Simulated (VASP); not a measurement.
# SrO (P6_3/mmc) in VASP: a series of runs, part 2 of 2

VASP 6.6.1.

## (3) Relaxation of cell and atoms, r2SCAN+rVV10

File INCAR:

```
SYSTEM = SrO
ALGO = Normal ; BPARAM = 11.95
CPARAM = 0.0093 ; EDIFF = 1E-7
EDIFFG = -0.005 ; ENCUT = 600
IBRION = 2 ; ISIF = 3
ISMEAR = 0 ; IVDW_NL = 2
LASPH = .TRUE. ; LCHARG = .FALSE.
LMIXTAU = .TRUE. ; LREAL = .FALSE.
LUSE_VDW = .TRUE. ; LWAVE = .FALSE.
METAGGA = R2SCAN ; NELM = 80
NSW = 90 ; PREC = Accurate
SIGMA = 0.02
```

File KPOINTS:

```
k-points
0
G
  6 6 6
  0 0 0
```

File POSCAR:

```
SrO
1.0
    4.2754662700      0.0000000000      0.0000000000
   -2.1377331300      3.7026624000      0.0000000000
    0.0000000000      0.0000000000      5.1555949900
Sr O
2 2
Direct
    0.3333333300      0.6666666700      0.7500000000
    0.6666666700      0.3333333300      0.2500000000
    0.3333333300      0.6666666700      0.2500000000
    0.6666666700      0.3333333300      0.7500000000
```

Potentials or basis: VASP PAW PBE potentials, release 64 (Sr_sv, O).

Launch:

```
$ cat potpaw_PBE.64/Sr_sv/POTCAR potpaw_PBE.64/O/POTCAR > POTCAR
$ mpirun -np 1 vasp_std > vasp.out
```

OUTCAR:

```text
SYSTEM = SrO
   BPARAM = 11.95
   EDIFF = 1E-7
   EDIFFG = -0.005
   ENCUT = 600
   IBRION = 2
   ISIF = 3
   ISMEAR = 0
   IVDW_NL = 2
   LASPH = .TRUE.
   LREAL = .FALSE.
   METAGGA = R2SCAN
   NELM = 80
   NSW = 90
   PREC = Accurate

 ion  position               nearest neighbor table
   1  0.333  0.667  0.750-   4 2.47   4 2.47   4 2.47   3 2.58   3 2.58   2 3.57   2 3.57   2 3.57
                             2 3.57   2 3.57   2 3.57
   2  0.667  0.333  0.250-   3 2.47   3 2.47   3 2.47   4 2.58   4 2.58   1 3.57   1 3.57   1 3.57
                             1 3.57   1 3.57   1 3.57
   3  0.333  0.667  0.250-   2 2.47   2 2.47   2 2.47   1 2.58   1 2.58
   4  0.667  0.333  0.750-   1 2.47   1 2.47   1 2.47   2 2.58   2 2.58

  LATTYP: Found a hexagonal cell.
 ALAT       =     4.2754662700
 C/A-ratio  =     1.2058556107

  Lattice vectors:

 A1 = (   4.2754662700,   0.0000000000,   0.0000000000)
 A2 = (  -2.1377331300,   3.7026624000,   0.0000000000)
 A3 = (   0.0000000000,   0.0000000000,   5.1555949900)

Analysis of symmetry for initial positions (statically):
=====================================================================
 Subroutine PRICEL returns:
 Original cell was already a primitive cell.

 Routine SETGRP: Setting up the symmetry group for a
 hexagonal supercell.

 Subroutine GETGRP returns: Found 24 space group operations
 (whereof 12 operations were pure point group operations)
 out of a pool of 24 trial point group operations.

The static configuration has the point symmetry D_3d.
 The point group associated with its full space group is D_6h.

Analysis of symmetry for dynamics (positions and initial velocities):
=====================================================================
 Subroutine PRICEL returns:
 Original cell was already a primitive cell.

 Routine SETGRP: Setting up the symmetry group for a
 hexagonal supercell.

 Subroutine GETGRP returns: Found 24 space group operations
 (whereof 12 operations were pure point group operations)
 out of a pool of 24 trial point group operations.

The dynamic configuration has the point symmetry D_3d.
 The point group associated with its full space group is D_6h.

 Subroutine INISYM returns: Found 24 space group operations
 (whereof 12 operations are pure point group operations),
 and found     1 'primitive' translations

----------------------------------------------------------------------------------------

                                     Primitive cell

  volume of cell :      81.6162

  direct lattice vectors                    reciprocal lattice vectors
     4.275466270  0.000000000  0.000000000     0.233892618  0.135037966  0.000000000
    -2.137733130  3.702662400  0.000000000     0.000000000  0.270075932  0.000000000
     0.000000000  0.000000000  5.155594990     0.000000000  0.000000000  0.193964034

  length of vectors
     4.275466270  4.275466265  5.155594990     0.270075932  0.270075932  0.193964034

  position of ions in fractional coordinates (direct lattice)
     0.333333330  0.666666670  0.750000000
     0.666666670  0.333333330  0.250000000
[... 40 lines left out ...]
  0.333333 -0.000000  0.000000      6.000000
  0.500000 -0.000000  0.000000      3.000000
  0.166667  0.166667  0.000000      6.000000
  0.333333  0.166667  0.000000     12.000000
[... 16 lines left out ...]
  0.166667 -0.000000  0.500000      6.000000
  0.333333 -0.000000  0.500000      6.000000
 [... further k-points ...]
   k-points           NKPTS =     28   k-points in BZ     NKDIM =     28   number of bands    NBANDS=     20
   number of dos      NEDOS =    301   number of ions     NIONS =      4
   total plane-waves  NPLWV =  54432
   dimension x,y,z NGX =    36 NGY =   36 NGZ =   42
   dimension x,y,z NGXF=    72 NGYF=   72 NGZF=   84
   ions per type =               2   2
   NGX,Y,Z   is equivalent  to a cutoff of  14.00, 14.00, 13.54 a.u.
   NGXF,Y,Z  is equivalent  to a cutoff of  28.00, 28.00, 27.09 a.u.
 SYSTEM =  SrO
   PREC   = accura    normal or accurate (medium, high low for compatibility)
   ISTART =      0    job   : 0-new  1-cont  2-samecut
   ICHARG =      2    charge: 1-file 2-atom 10-const
   ISPIN  =      1    spin polarized calculation?
   LNONCOLLINEAR =      F non collinear calculations
   LSORBIT =      F    spin-orbit coupling
   LASPH  =      T    aspherical Exc in radial PAW
   ENCUT  =  600.0 eV  44.10 Ry    6.64 a.u.   8.54  8.54 10.30*2*pi/ulx,y,z
   NELM   =     80;   NELMIN=  2; NELMDL= -5     # of ELM steps
   EDIFF  = 0.1E-06   stopping-criterion for ELM
   LREAL  =      F    real-space projection
   EDIFFG = -.5E-02   stopping-criterion for IOM
   NSW    =     90    number of steps for IOM
   IBRION =      2    ionic relax: 0-MD 1-quasi-New 2-CG
   NFREE  =      1    steps in history (QN), initial steepest desc. (CG)
   ISIF   =      3    stress and relaxation
   ISYM   =      2    0-nonsym 1-usesym 2-fastsym
   POTIM  = 0.5000    time-step for ionic-motion
   TEBEG  =    0.0;   TEEND  =   0.0 temperature during run
   PSTRESS=    0.0 pullay stress
   NELECT =      32.0000    total number of electrons
   NUPDOWN=      -1.0000    fix difference up-down
   EMIN   =  10.00;   EMAX   =-10.00  energy-range for DOS
   EFERMI =   0.00;   METHOD = LEGACY
   ISMEAR =     0;   SIGMA  =   0.02  broadening in eV -4-tet -1-fermi 0-gaus
   EFERMI_NEDOS =   21; number of points for ismear=-14 and -15
   IALGO  =     38    algorithm
   IMIX   =      4    mixing-type and parameters
     AMIX     =   0.40;   BMIX     =  1.00
     AMIX_MAG =   1.60;   BMIX_MAG =  1.00
  volume/ion in A,a.u.               =      20.40       137.69
  Fermi-wavevector in a.u.,A,eV,Ry     =   1.198209  2.264287 19.533960  1.435706
  Thomas-Fermi vector in A             =   2.334104
   LORBIT       =      0    0 simple, 1 ext, 2 COOP (PROOUT), +10 PAW based schemes
   METAGGA = R2SCAN    functional components
   LHFCALC =     F    Hartree Fock is set to
   AEXX    =    0.0000 exact exchange contribution
   IVDW_NL    =     2    kernel type
   BPARAM     =11.9500
   IVDW    =     0    specifies the selected vdW correction
   LEPSILON=     F    determine dielectric tensor
   LRPA    =     F    only Hartree local field effects (RPA)
 conjugate gradient relaxation of ions
 non-spin polarized calculation
 Gauss-broadening in eV      SIGMA  =   0.02
  energy-cutoff  :      600.00
  volume of cell :       81.62
 maximum number of plane-waves:      2751
 NGX is ok and might be reduce to    36
   NGX = 17   NGY = 17   NGZ = 21

--------------------------------------- Ionic step        1  -------------------------------------------

 number of electron      32.0000001 magnetization

 Free energy of the ion-electron system (eV)
  ---------------------------------------------------
  ext. energy  EPLUGINS =         0.00000000
  ---------------------------------------------------
  free energy    TOTEN  =       -52.88607448 eV

  energy without entropy =      -52.88607448  energy(sigma->0) =      -52.88607448

------------------------ aborting loop because EDIFF is reached ----------------------------------------

  FORCE on cell =-STRESS in cart. coord.  units (eV):
  Direction    XX          YY          ZZ          XY          YZ          ZX
  --------------------------------------------------------------------------------------
  -------------------------------------------------------------------------------------
  Total       -0.3230771     -0.3230771     -0.3933840     -0.0000000      0.0000000      0.0000000
  in kB       -6.3422072     -6.3422071     -7.7223754     -0.0000000      0.0000000      0.0000000
  external PRESSURE =      -6.8022632 kB  Pullay stress =       0.0000000 kB
[... 63 lines left out ...]
--------------------------------------- Ionic step        3  -------------------------------------------

 number of electron      32.0000002 magnetization

 Free energy of the ion-electron system (eV)
  ---------------------------------------------------
  ext. energy  EPLUGINS =         0.00000000
  ---------------------------------------------------
  free energy    TOTEN  =       -52.88762950 eV

  energy without entropy =      -52.88762950  energy(sigma->0) =      -52.88762950

 E-fermi :   0.6018     XC(G=0):  -9.5822

 val. band max:        0.4383522981   @ k =   0.0000   0.0000   0.0000
 cond. band min:       3.3638772514   @ k =   0.0000   0.0000   0.0000
 fundamental gap:      2.9255249533
 Fermi energy:         0.6018078863

 k-point     1 :       0.0000    0.0000    0.0000
  band No.  band energies     occupation
      1     -32.9734      2.00000
      2     -32.7989      2.00000
      3     -15.5677      2.00000
      4     -15.5483      2.00000
      5     -14.8985      2.00000
      6     -14.4923      2.00000
[... 541 lines left out ...]
     19       8.5533      0.00000
     20       8.5533      0.00000

 [... further k-points ...]
[... 5 lines left out ...]
  --------------------------------------------------------------------------------------
  -------------------------------------------------------------------------------------
  Total       -0.0012512     -0.0012512      0.0008103     -0.0000000      0.0000000      0.0000000
  in kB       -0.0247809     -0.0247809      0.0160481     -0.0000000      0.0000000      0.0000000
  external PRESSURE =      -0.0111712 kB  Pullay stress =       0.0000000 kB
[... 19 lines left out ...]
  FREE ENERGIE OF THE ION-ELECTRON SYSTEM (eV)
  ---------------------------------------------------
  free  energy   TOTEN  =       -52.8876294954 eV

  energy  without entropy=      -52.8876294954  energy(sigma->0) =      -52.88762950

 reached required accuracy - stopping structural energy minimisation
```

Wall time 8.8 min (1 thread of Intel Xeon 6975P-C (Granite Rapids), shared host); peak memory 0.45 GiB.

What came out:

```yaml
Free_energy: -52.8876 eV
Relaxed_volume: 20.22 Å³/atom
Relaxed_cell: a = 4.264 Å, b = 4.264 Å, c = 5.138 Å, α = 90.00°, β = 90.00°, γ = 120.00°
Space_group_after_relaxing_to_0.05_Å: P6_3/mmc (No. 194)
Energy_gained_by_relaxing: 0.4 meV/atom
Ionic_steps: 3
Pressure_after_relaxing: 0.0 GPa
Band_gap_on_the_k_mesh: 2.93 eV, direct
```

Step by step:
```tsv
step	energy change (eV)	largest force (eV/Å)	pressure (GPa)	volume (Å³)
1	0.0000	0.0000	-0.68	81.62
2	-0.0013	0.0000	0.29	80.60
3	-0.0016	0.0000	0.00	80.89
```

Final structure:
```
Sr O
1.0
     4.26368    0.00000    0.00000
    -2.13184    3.69245    0.00000
     0.00000    0.00000    5.13829
Sr O
2 2
Direct
  0.33333 0.66667 0.75000
  0.66667 0.33333 0.25000
  0.33333 0.66667 0.25000
  0.66667 0.33333 0.75000
```

Caveat: the PAW data sets were made with another functional, which shifts forces and pressure a little. A k mesh can miss the band edges.
